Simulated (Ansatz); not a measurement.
Born–Oppenheimer molecular dynamics of a periodic cell of 13 atoms, Ti$_{12}$H (host Ti, host structure hcp, interstitial H). It goes on from the last frame of an earlier run, with new velocities.

Computed with Ansatz, DFT PBE-D3(BJ), scalar-relativistic, plane waves, PAW. Settings: accuracy low, cutoff 420 eV, k mesh 3x2x4, fermi-dirac smearing 0.15 eV, no spin polarisation.

```yaml
ensemble: NVT, Langevin thermostat
time_step: 0.75 fs
steps_asked: 300
set_temperature: 1680 K
friction: 0.005 /fs
seed: 83078
```

Frames 0.75 fs apart, positions in Å, forces in eV/Å.

Velocities at 180.0 fs (Å/ps):

```
Ti -5.81 -1.67 4.39
Ti 0.90 11.36 0.78
Ti -2.61 -4.31 -20.08
Ti -7.50 -8.84 -2.48
Ti -5.98 -3.89 8.61
Ti 2.82 -0.48 4.16
Ti 3.69 2.50 -3.61
Ti 12.94 2.80 7.69
Ti -4.42 3.76 -1.67
Ti 5.41 1.87 2.65
Ti -0.61 -10.06 1.06
Ti -4.57 0.15 -4.50
H -68.75 -33.92 -13.87
```

```xyz
13
Lattice="5.9000 0.0000 0.0000 -4.4250 7.6643 0.0000 0.0000 0.0000 4.6846" Properties=species:S:1:pos:R:3:forces:R:3 time_fs=180.0 energy_less_start_eV=1.550 T=2245
Ti 0.019 -0.121 0.107 -0.17 0.09 -1.18
Ti 0.226 1.583 2.041 -1.42 0.74 0.48
Ti -1.234 2.464 -0.189 -0.67 -0.07 0.44
Ti -1.633 4.275 2.661 0.37 -1.04 0.28
Ti -2.615 5.287 0.566 -1.48 -0.67 -1.41
Ti -3.096 6.672 2.424 0.37 1.23 1.75
Ti 2.777 0.040 0.178 0.25 0.77 -1.64
Ti 2.720 1.578 2.168 1.77 0.92 0.35
Ti 1.518 2.759 -0.418 0.58 -0.13 1.02
Ti 1.221 4.487 2.225 0.39 -1.49 0.89
Ti -0.240 5.240 0.243 1.58 -1.04 -1.98
Ti -0.124 6.759 2.162 -0.62 1.31 2.03
H 2.799 4.512 8.440 -0.94 -0.63 -1.02
13
Lattice="5.9000 0.0000 0.0000 -4.4250 7.6643 0.0000 0.0000 0.0000 4.6846" Properties=species:S:1:pos:R:3:forces:R:3 time_fs=180.8 energy_less_start_eV=1.442 T=2328
Ti 0.015 -0.122 0.110 -0.14 0.11 -1.19
Ti 0.226 1.592 2.042 -1.40 0.69 0.43
Ti -1.236 2.461 -0.204 -0.65 -0.08 0.50
Ti -1.638 4.268 2.660 0.31 -0.98 0.33
Ti -2.619 5.285 0.572 -1.48 -0.75 -1.67
Ti -3.094 6.672 2.428 0.36 1.28 1.74
Ti 2.781 0.043 0.175 0.20 0.73 -1.61
Ti 2.729 1.581 2.174 1.71 0.88 0.32
Ti 1.515 2.762 -0.419 0.61 -0.15 1.02
Ti 1.224 4.488 2.227 0.34 -1.48 0.90
Ti -0.240 5.232 0.244 1.52 -1.02 -1.99
Ti -0.127 6.759 2.158 -0.62 1.29 2.06
H 2.745 4.484 8.428 -0.77 -0.52 -0.84
13
Lattice="5.9000 0.0000 0.0000 -4.4250 7.6643 0.0000 0.0000 0.0000 4.6846" Properties=species:S:1:pos:R:3:forces:R:3 time_fs=181.5 energy_less_start_eV=1.344 T=2335
Ti 0.011 -0.123 0.112 -0.11 0.12 -1.19
Ti 0.226 1.601 2.042 -1.38 0.64 0.39
Ti -1.238 2.457 -0.220 -0.64 -0.09 0.56
Ti -1.644 4.261 2.658 0.26 -0.92 0.37
Ti -2.624 5.282 0.577 -1.48 -0.83 -1.90
Ti -3.092 6.671 2.431 0.35 1.34 1.71
Ti 2.784 0.044 0.171 0.16 0.69 -1.58
Ti 2.739 1.583 2.179 1.66 0.84 0.29
Ti 1.512 2.764 -0.420 0.63 -0.18 1.03
Ti 1.228 4.489 2.229 0.28 -1.48 0.89
Ti -0.241 5.225 0.244 1.46 -1.00 -1.98
Ti -0.131 6.760 2.155 -0.61 1.27 2.08
H 2.684 4.453 8.414 -0.56 -0.39 -0.65
13
Lattice="5.9000 0.0000 0.0000 -4.4250 7.6643 0.0000 0.0000 0.0000 4.6846" Properties=species:S:1:pos:R:3:forces:R:3 time_fs=182.2 energy_less_start_eV=1.264 T=2387
Ti 0.007 -0.124 0.115 -0.09 0.13 -1.20
Ti 0.225 1.610 2.043 -1.35 0.58 0.34
Ti -1.239 2.453 -0.235 -0.63 -0.10 0.62
Ti -1.649 4.255 2.657 0.20 -0.86 0.40
Ti -2.628 5.279 0.583 -1.48 -0.90 -2.11
Ti -3.090 6.670 2.434 0.34 1.39 1.68
Ti 2.787 0.046 0.168 0.12 0.65 -1.55
Ti 2.749 1.585 2.184 1.60 0.80 0.26
Ti 1.508 2.766 -0.421 0.63 -0.24 1.04
Ti 1.232 4.489 2.232 0.19 -1.48 0.85
Ti -0.241 5.216 0.244 1.40 -0.97 -1.97
Ti -0.134 6.759 2.151 -0.60 1.25 2.09
H 2.622 4.422 8.397 -0.33 -0.25 -0.45
13
Lattice="5.9000 0.0000 0.0000 -4.4250 7.6643 0.0000 0.0000 0.0000 4.6846" Properties=species:S:1:pos:R:3:forces:R:3 time_fs=183.0 energy_less_start_eV=1.209 T=2408
Ti 0.003 -0.125 0.117 -0.07 0.14 -1.21
Ti 0.224 1.619 2.044 -1.32 0.52 0.30
Ti -1.241 2.450 -0.251 -0.62 -0.11 0.70
Ti -1.653 4.248 2.657 0.15 -0.80 0.41
Ti -2.633 5.276 0.589 -1.47 -0.96 -2.27
Ti -3.087 6.670 2.437 0.33 1.44 1.65
Ti 2.789 0.048 0.164 0.08 0.61 -1.52
Ti 2.759 1.587 2.188 1.54 0.76 0.23
Ti 1.505 2.768 -0.423 0.62 -0.32 1.05
Ti 1.236 4.488 2.234 0.07 -1.46 0.77
Ti -0.242 5.208 0.244 1.34 -0.94 -1.96
Ti -0.137 6.760 2.148 -0.59 1.22 2.11
H 2.557 4.390 8.378 -0.07 -0.11 -0.25
13
Lattice="5.9000 0.0000 0.0000 -4.4250 7.6643 0.0000 0.0000 0.0000 4.6846" Properties=species:S:1:pos:R:3:forces:R:3 time_fs=183.8 energy_less_start_eV=1.183 T=2389
Ti -0.001 -0.126 0.119 -0.04 0.15 -1.21
Ti 0.222 1.628 2.045 -1.30 0.47 0.25
Ti -1.243 2.446 -0.267 -0.60 -0.12 0.77
Ti -1.657 4.240 2.657 0.12 -0.73 0.40
Ti -2.638 5.272 0.595 -1.47 -0.99 -2.40
Ti -3.085 6.671 2.441 0.33 1.48 1.62
Ti 2.792 0.050 0.159 0.04 0.56 -1.49
Ti 2.768 1.588 2.193 1.48 0.73 0.20
Ti 1.503 2.770 -0.424 0.60 -0.43 1.08
Ti 1.239 4.488 2.237 -0.08 -1.44 0.65
Ti -0.244 5.199 0.244 1.29 -0.91 -1.94
Ti -0.140 6.760 2.145 -0.58 1.20 2.12
H 2.494 4.357 8.358 0.21 0.04 -0.05
13
Lattice="5.9000 0.0000 0.0000 -4.4250 7.6643 0.0000 0.0000 0.0000 4.6846" Properties=species:S:1:pos:R:3:forces:R:3 time_fs=184.5 energy_less_start_eV=1.186 T=2463
Ti -0.004 -0.127 0.121 -0.02 0.15 -1.21
Ti 0.221 1.637 2.046 -1.27 0.41 0.20
Ti -1.244 2.442 -0.283 -0.59 -0.13 0.85
Ti -1.661 4.232 2.656 0.10 -0.67 0.38
Ti -2.643 5.268 0.600 -1.45 -0.99 -2.49
Ti -3.083 6.672 2.444 0.33 1.51 1.58
Ti 2.796 0.052 0.155 0.00 0.51 -1.46
Ti 2.777 1.588 2.197 1.42 0.70 0.17
Ti 1.500 2.772 -0.426 0.56 -0.57 1.12
Ti 1.243 4.488 2.240 -0.25 -1.42 0.50
Ti -0.245 5.191 0.243 1.23 -0.88 -1.92
Ti -0.143 6.761 2.142 -0.57 1.17 2.13
H 2.433 4.322 8.339 0.50 0.19 0.15
13
Lattice="5.9000 0.0000 0.0000 -4.4250 7.6643 0.0000 0.0000 0.0000 4.6846" Properties=species:S:1:pos:R:3:forces:R:3 time_fs=185.2 energy_less_start_eV=1.213 T=2461
Ti -0.007 -0.127 0.123 0.00 0.16 -1.21
Ti 0.219 1.647 2.046 -1.25 0.35 0.15
Ti -1.246 2.439 -0.300 -0.57 -0.15 0.93
Ti -1.665 4.224 2.657 0.09 -0.60 0.35
Ti -2.649 5.265 0.606 -1.41 -0.98 -2.55
Ti -3.081 6.673 2.448 0.34 1.54 1.54
Ti 2.799 0.054 0.150 -0.03 0.46 -1.42
Ti 2.787 1.589 2.201 1.36 0.68 0.14
Ti 1.497 2.774 -0.426 0.51 -0.74 1.18
Ti 1.246 4.488 2.243 -0.44 -1.37 0.31
Ti -0.246 5.183 0.242 1.18 -0.83 -1.89
Ti -0.146 6.762 2.139 -0.55 1.14 2.14
H 2.375 4.287 8.322 0.79 0.35 0.34
13
Lattice="5.9000 0.0000 0.0000 -4.4250 7.6643 0.0000 0.0000 0.0000 4.6846" Properties=species:S:1:pos:R:3:forces:R:3 time_fs=186.0 energy_less_start_eV=1.262 T=2424
Ti -0.010 -0.128 0.125 0.02 0.16 -1.21
Ti 0.218 1.656 2.047 -1.22 0.28 0.10
Ti -1.248 2.437 -0.317 -0.56 -0.16 1.02
Ti -1.670 4.216 2.657 0.09 -0.53 0.31
Ti -2.655 5.261 0.611 -1.37 -0.95 -2.59
Ti -3.079 6.673 2.452 0.34 1.57 1.50
Ti 2.802 0.055 0.146 -0.07 0.42 -1.39
Ti 2.796 1.590 2.205 1.29 0.65 0.11
Ti 1.495 2.777 -0.426 0.45 -0.93 1.24
Ti 1.249 4.487 2.246 -0.64 -1.31 0.10
Ti -0.246 5.174 0.241 1.13 -0.78 -1.86
Ti -0.150 6.764 2.137 -0.53 1.10 2.14
H 2.321 4.256 8.305 1.06 0.49 0.52
13
Lattice="5.9000 0.0000 0.0000 -4.4250 7.6643 0.0000 0.0000 0.0000 4.6846" Properties=species:S:1:pos:R:3:forces:R:3 time_fs=186.8 energy_less_start_eV=1.327 T=2424
Ti -0.013 -0.128 0.126 0.04 0.16 -1.20
Ti 0.217 1.666 2.047 -1.19 0.22 0.05
Ti -1.248 2.434 -0.334 -0.55 -0.18 1.10
Ti -1.675 4.208 2.658 0.11 -0.46 0.27
Ti -2.661 5.257 0.616 -1.31 -0.92 -2.61
Ti -3.077 6.673 2.457 0.34 1.59 1.46
Ti 2.805 0.057 0.142 -0.09 0.37 -1.35
Ti 2.805 1.590 2.208 1.23 0.62 0.08
Ti 1.492 2.780 -0.426 0.40 -1.13 1.32
Ti 1.251 4.487 2.248 -0.84 -1.24 -0.13
Ti -0.246 5.164 0.240 1.07 -0.73 -1.83
Ti -0.153 6.765 2.135 -0.51 1.06 2.14
H 2.272 4.228 8.290 1.32 0.63 0.69
13
Lattice="5.9000 0.0000 0.0000 -4.4250 7.6643 0.0000 0.0000 0.0000 4.6846" Properties=species:S:1:pos:R:3:forces:R:3 time_fs=187.5 energy_less_start_eV=1.396 T=2398
Ti -0.015 -0.129 0.128 0.05 0.16 -1.19
Ti 0.215 1.675 2.048 -1.16 0.16 -0.01
Ti -1.249 2.432 -0.351 -0.55 -0.19 1.20
Ti -1.680 4.200 2.659 0.13 -0.39 0.23
Ti -2.667 5.254 0.621 -1.24 -0.88 -2.62
Ti -3.075 6.674 2.462 0.34 1.61 1.42
Ti 2.807 0.058 0.137 -0.12 0.33 -1.32
Ti 2.815 1.591 2.212 1.16 0.60 0.05
Ti 1.490 2.782 -0.426 0.34 -1.34 1.42
Ti 1.254 4.485 2.250 -1.01 -1.17 -0.32
Ti -0.246 5.155 0.239 1.02 -0.67 -1.79
Ti -0.157 6.766 2.133 -0.49 1.02 2.14
H 2.231 4.202 8.280 1.53 0.77 0.81
13
Lattice="5.9000 0.0000 0.0000 -4.4250 7.6643 0.0000 0.0000 0.0000 4.6846" Properties=species:S:1:pos:R:3:forces:R:3 time_fs=188.2 energy_less_start_eV=1.455 T=2378
Ti -0.017 -0.129 0.130 0.05 0.15 -1.18
Ti 0.213 1.684 2.048 -1.12 0.10 -0.06
Ti -1.249 2.429 -0.368 -0.54 -0.21 1.29
Ti -1.685 4.191 2.660 0.15 -0.31 0.19
Ti -2.674 5.250 0.625 -1.18 -0.84 -2.63
Ti -3.073 6.674 2.467 0.34 1.62 1.38
Ti 2.809 0.060 0.132 -0.13 0.28 -1.28
Ti 2.825 1.592 2.215 1.08 0.57 0.01
Ti 1.487 2.784 -0.426 0.29 -1.56 1.51
Ti 1.256 4.484 2.252 -1.12 -1.09 -0.45
Ti -0.246 5.145 0.238 0.96 -0.62 -1.76
Ti -0.160 6.767 2.131 -0.46 0.98 2.13
H 2.199 4.181 8.278 1.68 0.93 0.85
```

Of the whole run (225 fs, mean temperature of the second half 2000 K): The mean temperature of the second half is 19 % above the set value. A run of 0.23 ps of so small a system gives no equilibrium averages. Limits of this set-up: coarse k mesh, odd electron count without spin, low accuracy level.

The run took 12 min on 2 threads of AMD EPYC 9R45 96-Core Processor (Zen 5), with other jobs on the host, peak memory 0.84 GiB.
